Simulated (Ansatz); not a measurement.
All numbers below come from Ansatz 0.2.0, DFT, RPBE, plane waves (420 eV) with PAW, scalar-relativistic. (PAW data from PBE, frozen cores regenerated.)

An element in the fcc structure gives this curve. The cell is scaled uniformly from the relaxed one, with fractional coordinates and shape fixed. Energies are extrapolated to zero smearing, pressures are those at the given smearing. Magnetic state: spin not included.

```tsv
V (Å³/atom)	E − E₀ (meV/atom)	P (GPa)
13.982	52.8	10.37
14.618	20.9	5.97
15.254	4.5	2.56
15.889	0.0	-0.07
16.525	4.8	-2.11
17.160	16.6	-3.67
17.796	33.8	-4.86
```

**Question.** Which element is it?
A. aluminium
B. rhenium
C. zinc
D. phosphorus

**Answer.** C. Its fit is V₀ = 15.85 Å³/atom, B₀ = 58 GPa, B₀′ = 5.5.
